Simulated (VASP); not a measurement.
The system is TiTe.

```xyz
4
Lattice="3.8420 0.0000 0.0000 -1.9210 3.3273 0.0000 0.0000 0.0000 6.4030" Properties=species:S:1:pos:R:3 pbc="T T T"
Te    1.9210    1.1091    4.8022
Te    0.0000    2.2182    1.6007
Ti    0.0000    0.0000    3.2015
Ti    0.0000    0.0000    0.0000
```

- Program: VASP 6.6.1
- Task: single point
- Functional: PBEsol
- Potentials or basis: VASP PAW PBE potentials, release 64 (Te, Ti_sv)
- Cutoff: 520 eV
- k mesh: 8 × 8 × 4
- Occupations: fermi-dirac, width 0.05 eV
- Spin: no spin polarisation

On this cell: pressure 3.5 GPa; largest force under 0.003 eV/Å; band gap on the k mesh none (metal or under the smearing width).

The same run follows on a disturbed copy (atoms moved at random, drawn with an rms of 0.05 Å):

```
CELL_PARAMETERS angstrom
3.84200 0.00000 0.00000
-1.92100 3.32727 0.00000
0.00000 0.00000 6.40300
ATOMIC_POSITIONS crystal
Te 0.67805 0.33332 0.75643
Te 0.33955 0.66616 0.24633
Ti 0.00562 0.00333 0.49866
Ti 0.98977 0.99807 0.00130
```

Task: What changes?

Result: The energy (extrapolated to zero smearing) moves by +9.8 meV/atom; pressure 3.8 GPa; largest force 0.677 eV/Å; band gap on the k mesh none (metal or under the smearing width).

Forces in eV/Å, atoms in the order of the input:
```
Te  -0.418  0.041 -0.530
Te  -0.242  0.010  0.407
Ti   0.052 -0.105  0.149
Ti   0.609  0.054 -0.025
```

Stress tensor (GPa, compression positive):
```
 1.88 -0.30  0.02
-0.30  1.85 -0.14
 0.02 -0.14  7.57
```

Caveats: the PAW data sets were made with another functional, which shifts forces and pressure a little.
